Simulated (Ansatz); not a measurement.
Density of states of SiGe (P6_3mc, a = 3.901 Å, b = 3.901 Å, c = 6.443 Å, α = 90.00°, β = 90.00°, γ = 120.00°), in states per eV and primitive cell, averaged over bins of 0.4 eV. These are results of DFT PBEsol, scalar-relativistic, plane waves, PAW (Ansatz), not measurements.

Settings: cutoff 420 eV, Γ-centred mesh 12×12×6 on the computed 4-atom cell, Gaussian smearing of 0.02 eV; no spin polarisation.

The cell is relaxed at this level. The states (both spins) are summed by tetrahedra on a 18×18×9 mesh at the self-consistent density. Energies are bin centres; the table starts no lower than −8 eV and ends at 6 eV, or lower where the solved bands end.

The gap is 0.35 eV at this level, with the zero inside it.

```
E − E_F (eV) total Si 3p Ge 4p Si 3s Ge 4s
       -7.85   1.71   0.22   0.57   0.69   0.21
       -7.45   1.48   0.29   0.49   0.46   0.23
       -7.05   1.18   0.24   0.37   0.34   0.21
       -6.65   1.13   0.24   0.35   0.31   0.22
       -6.25   0.83   0.18   0.25   0.21   0.17
       -5.85   0.64   0.15   0.20   0.16   0.13
       -5.45   0.60   0.16   0.20   0.12   0.11
       -5.05   1.29   0.53   0.56   0.10   0.09
       -4.65   1.56   0.67   0.69   0.10   0.09
       -4.25   1.75   0.76   0.78   0.10   0.09
       -3.85   1.95   0.87   0.89   0.09   0.08
       -3.45   2.35   1.08   1.10   0.09   0.07
       -3.05   2.64   1.24   1.25   0.07   0.06
       -2.65   2.87   1.35   1.37   0.07   0.06
       -2.25   3.21   1.54   1.55   0.05   0.04
       -1.85   1.96   0.93   0.96   0.02   0.02
       -1.45   1.12   0.53   0.55   0.01   0.01
       -1.05   0.64   0.30   0.32   0.00   0.00
       -0.65   0.31   0.14   0.16   0.00   0.00
       -0.25   0.06   0.03   0.03   0.00   0.00
        0.15   0.14   0.04   0.03   0.03   0.03
        0.55   1.09   0.33   0.24   0.21   0.20
        0.95   1.77   0.57   0.42   0.30   0.30
        1.35   2.40   0.82   0.62   0.34   0.35
        1.75   2.06   0.72   0.53   0.26   0.28
        2.15   2.81   1.02   0.77   0.31   0.33
        2.55   2.81   0.99   0.97   0.24   0.18
        2.95   2.81   1.01   0.94   0.22   0.19
        3.35   3.05   1.15   1.01   0.17   0.17
        3.75   2.14   0.76   0.70   0.14   0.12
        4.15   2.75   0.94   0.89   0.17   0.15
        4.55   2.21   0.71   0.70   0.14   0.10
        4.95   2.06   0.57   0.59   0.13   0.09
        5.35   2.49   0.67   0.65   0.14   0.12
        5.75   2.21   0.57   0.56   0.11   0.09
```

The columns after the total are the Löwdin projections on the occupied valence shells of the potentials. The rest of the total lies in shells that are empty in the free atom, which aren't projected, and between the atoms.

Whether SiGe exists in this form wasn't checked.

Cost: 1 run of about 1.8 core-minutes, on Arm Neoverse V1 (shared hosts).